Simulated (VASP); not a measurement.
# Bi: molecular dynamics with a thermostat

Bi, P2_1/m (no. 11), 12 atoms in the cell. PBE, molecular dynamics; PAW potentials Bi (PBE set).

Ensemble: Nose-Hoover; Target temperature (K): 1600.

## Input

INCAR:
```
SYSTEM = Bi
GGA = PE
PREC = Normal
ENCUT = 200
EDIFF = 1E-6
NELMIN = 4
NELM = 60
ALGO = Fast
LREAL = Auto
LASPH = .True.
ISMEAR = -1
SIGMA = 0.069
ISYM = 0
LWAVE = .False.
LCHARG = .False.
IBRION = 0
NSW = 60
POTIM = 4.0
TEBEG = 1600
ISIF = 2
RANDOM_SEED = 816542 0 0
MDALGO = 2
SMASS = 0
KPAR = 2
```

KPOINTS:
```
k-points
0
Gamma
  3 1 2
```

POSCAR:
```
Bi
1.0
    4.6584121839      0.0000000000      0.0000000000
    0.0000000000     13.5791657400      0.0000000000
   -0.3459734563      0.0000000000      6.5119480672
Bi
12
Direct
    0.2513749200      0.0833333333      0.7487333800
    0.2513749200      0.4166666667      0.7487333800
    0.2513749200      0.7500000000      0.7487333800
    0.7486250800      0.2500000000      0.2512666200
    0.7486250800      0.5833333333      0.2512666200
    0.7486250800      0.9166666667      0.2512666200
    0.2498876900      0.0833333333      0.2488803300
    0.2498876900      0.4166666667      0.2488803300
    0.2498876900      0.7500000000      0.2488803300
    0.7501123100      0.2500000000      0.7511196700
    0.7501123100      0.5833333333      0.7511196700
    0.7501123100      0.9166666667      0.7511196700
```

Commands:
```
cat potpaw_PBE.64/Bi/POTCAR > POTCAR
mpirun -np 2 vasp_std > vasp.out
```

## Result

- Mean temperature (K): 1600
- Standard error of the mean temperature (K): 217
- Relative fluctuation of the kinetic energy: 0.339
- Canonical value of that fluctuation: 0.246
- Rise of the mean potential energy above the start (meV/atom): 117.3
- Electronic steps per ionic step after the first: 5.6

Course of the run:

| Time (fs) | Temperature (K) | Potential energy less the first (meV/atom) |
|---|---|---|
| 4 | 1600 | 0.0 |
| 24 | 1561 | 4.9 |
| 40 | 1477 | 16.8 |
| 60 | 1320 | 45.6 |
| 76 | 1182 | 80.1 |
| 96 | 1137 | 126.0 |
| 112 | 1373 | 151.0 |
| 132 | 2152 | 161.8 |
| 148 | 2791 | 163.7 |
| 168 | 2550 | 173.2 |
| 184 | 1773 | 186.1 |
| 204 | 1118 | 190.4 |
| 220 | 1019 | 172.8 |
| 240 | 1244 | 132.7 |

REPORT:
```
MDALGO =   2
               SCALING =       0
                 CNEXP =     9.000   14.000
           RANDOM_SEED =            816542                0                0

   original number of atomic DOF:         33
   number of independent constraints:      0
   number of active DOF:                  33

========================================
         MD step No.       1
========================================

  Atomic velocities initialized by STEP_tb

  >Energies
                    E_tot             E_pot             E_kin               EPS                ES
   e_b>   -0.42706907E+02   -0.44981915E+02    0.22750078E+01    0.00000000E+00    0.00000000E+00

  >Temperature
               T_sim     T_inst
   tmprt>   1600.000   1600.013

  >Thermostat:
           s(n+1) sdot(n+1)      s(n)   sdot(n)        Qs
   s_b>   0.00000   0.00000   0.00000   0.00000   2.62364

           RANDOM_SEED =            816542               72                0

[... steps left out ...]

========================================
         MD step No.      60
========================================

  >Energies
                    E_tot             E_pot             E_kin               EPS                ES
   e_b>   -0.42708522E+02   -0.43389842E+02    0.17684259E+01    0.57645652E-03   -0.10876827E+01

  >Temperature
               T_sim     T_inst
   tmprt>   1600.000   1243.734

  >Thermostat:
           s(n+1) sdot(n+1)      s(n)   sdot(n)        Qs
   s_b>  -0.23852  -0.00071  -0.23905   0.00177   2.62364

           RANDOM_SEED =            816542               72                0
```

OSZICAR:
```
N       E                     dE             d eps       ncg     rms          rms(c)
DAV:   1     0.179406201286E+03    0.17941E+03   -0.11841E+04   296   0.588E+02
DAV:   2    -0.255097276721E+02   -0.20492E+03   -0.20045E+03   384   0.133E+02
DAV:   3    -0.439672033617E+02   -0.18457E+02   -0.18151E+02   347   0.435E+01
DAV:   4    -0.450127841770E+02   -0.10456E+01   -0.10368E+01   456   0.110E+01
DAV:   5    -0.450269187596E+02   -0.14135E-01   -0.14100E-01   376   0.128E+00    0.628E+00
RMM:   6    -0.449946164090E+02    0.32302E-01   -0.25367E-02   296   0.634E-01    0.376E+00
RMM:   7    -0.449787872358E+02    0.15829E-01   -0.76644E-02   303   0.109E+00    0.194E-01
RMM:   8    -0.449817706741E+02   -0.29834E-02   -0.23539E-02   366   0.543E-01    0.212E-01
RMM:   9    -0.449819244864E+02   -0.15381E-03   -0.16239E-03   350   0.170E-01    0.196E-01
RMM:  10    -0.449819511411E+02   -0.26655E-04   -0.31627E-04   400   0.615E-02    0.206E-01
RMM:  11    -0.449821594053E+02   -0.20826E-03   -0.17737E-04   304   0.615E-02    0.169E-01
RMM:  12    -0.449821275898E+02    0.31815E-04   -0.50104E-05   316   0.247E-02    0.180E-01
[... left out ...]
[... last step whole ...]
       N       E                     dE             d eps       ncg     rms          rms(c)
DAV:   1    -0.433896937707E+02   -0.10269E+00   -0.21575E-02   467   0.165E+00    0.757E-03
RMM:   2    -0.433898082658E+02   -0.11450E-03   -0.12048E-03   297   0.796E-02    0.277E-03
RMM:   3    -0.433898363446E+02   -0.28079E-04   -0.27132E-04   352   0.360E-02    0.277E-03
RMM:   4    -0.433898406954E+02   -0.43508E-05   -0.48600E-05   298   0.140E-02    0.267E-03
RMM:   5    -0.433898418430E+02   -0.11476E-05   -0.12208E-05   236   0.618E-03    0.224E-03
RMM:   6    -0.433898420718E+02   -0.22881E-06   -0.27601E-06   185   0.282E-03
     60 T=  1244. E= -.42708522E+02 F= -.43389842E+02 E0= -.43340239E+02  EK= 0.17684E+01 SP= -.11E+01 SK= 0.58E-03
```

Limits: 240 fs of 12 atoms are too short for converged averages; the cell is only 4.7 Å across, so each atom moves in step with near copies of itself.

VASP 6.6.1 took 299 s on 2 cores (AMD EPYC 7R13 (Zen 3)), a shared host.
